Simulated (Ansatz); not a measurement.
Input of an Ansatz 0.2.0 run:

Contents of input.yaml:

```yaml
crystal:
  lattice:
    - [0.0, 2.0859016414, 2.0859016414]
    - [2.0859016414, 0.0, 2.0859016414]
    - [2.0859016414, 2.0859016414, 0.0]
  atoms:
    - { symbol: Ni, position: [0.0, 0.0, 0.0], spin: 1.0 }
    - { symbol: O, position: [0.5, 0.5, 0.5] }
hamiltonian:
  xc: pbe
  pseudopotentials: { kind: paw, core: large }
magnetization:
  spin_polarized: true
kpoints:
  mp_grid: { grid: [11, 11, 11] }
  band_path:
    path:
      - [[0.0, 0.0, 0.0], [0.5, 0.0, 0.5], [0.5, 0.25, 0.75], [0.375, 0.375, 0.75], [0.0, 0.0, 0.0], [0.5, 0.5, 0.5], [0.625, 0.25, 0.625], [0.5, 0.25, 0.75], [0.5, 0.5, 0.5], [0.375, 0.375, 0.75]]
      - [[0.625, 0.25, 0.625], [0.5, 0.0, 0.5]]
    npoints: 14
scf:
  occupations: { method: fermi_dirac, width: 0.05 }
  n_extra_bands: 6
output:
  forces: true
  stress: true
  eigenvalues: true
  fatbands: false
  write_density: true
  write_potential: true
  elf: true
  volumetric_format: npy
```

Potentials or basis: Ansatz PAW.

Command:

```bash
$ ansatz run input.yaml --threads 2 --pin off --max-ram 5120MiB --backend cpu --events-out ev --progress --plain --runs-dir out
```

(1) Predict the pressure.

(2) What does it give for the net moment?

Results:

(1) 5.7 GPa.

(2) 1.73 μB per cell.

Caveat: the pressure holds a Pulay correction of +0.7 GPa for the finite cutoff; a cell with one magnetic atom can't hold antiferromagnetic order, which such compounds often take; semilocal functionals often make such compounds metallic where correlation or magnetic order opens a gap, which also shifts bond lengths.

The gap isn't set beside the measured one, since this odd mesh misses points on the zone boundary.
